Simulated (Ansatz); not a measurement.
A run of Ansatz 0.2.0 is set up as follows.

input.yaml

```yaml
crystal:
  lattice:
    - [0.0, 2.0970013927, 2.0970013927]
    - [2.0970013927, 0.0, 2.0970013927]
    - [2.0970013927, 2.0970013927, 0.0]
  atoms:
    - { symbol: Mg, position: [0.0, 0.0, 0.0] }
    - { symbol: O, position: [0.5, 0.5, 0.5] }
kpoints:
  mp_grid: { grid: [8, 8, 8] }
scf:
  occupations: { method: fermi_dirac, width: 0.05 }
hamiltonian:
  xc: pbe
  pseudopotentials: { kind: all_electron, lapw: { basis_error: 0.001 } }
output: {}
phonons:
  method: fd
  supercell: [1, 1, 1]
```

Potentials or basis: all-electron LAPW, scalar-relativistic.

Run with:

```bash
$ ansatz run input.yaml --threads 1 --pin off --max-ram 3072MiB --backend cpu --events-out ev --progress --plain --runs-dir out
```

Task: Estimate the highest phonon frequency at Γ, LO-TO splitting left out.

Result: 405 cm⁻¹.

Task: What does it give for the band gap on the k mesh?

Result: 4.86 eV, direct.

Phonon frequencies in cm⁻¹ (negative: imaginary):
| q point | frequencies |
| --- | --- |
| (0.000, 0.000, 0.000) | 0 0 0 405 405 405 |

**Measured values to compare with.**

From “Electronic structure of alkaline earth and post-transition metal oxides”, 2009, arxiv:0908.1581, for a bulk crystal of MgO: band gap 7.83 eV.

Against the measured gap of MgO, 7.83 eV (quoted in “Electronic structure of alkaline earth and post-transition metal oxides”, 2009, arxiv:0908.1581), the calculated 4.86 eV is off by -2.97 eV. The value is that of PBE, without temperature or zero-point motion. Semilocal functionals fall short of measured gaps as a rule. The cell is a database's relaxed one, not the measured one, which moves gaps too.
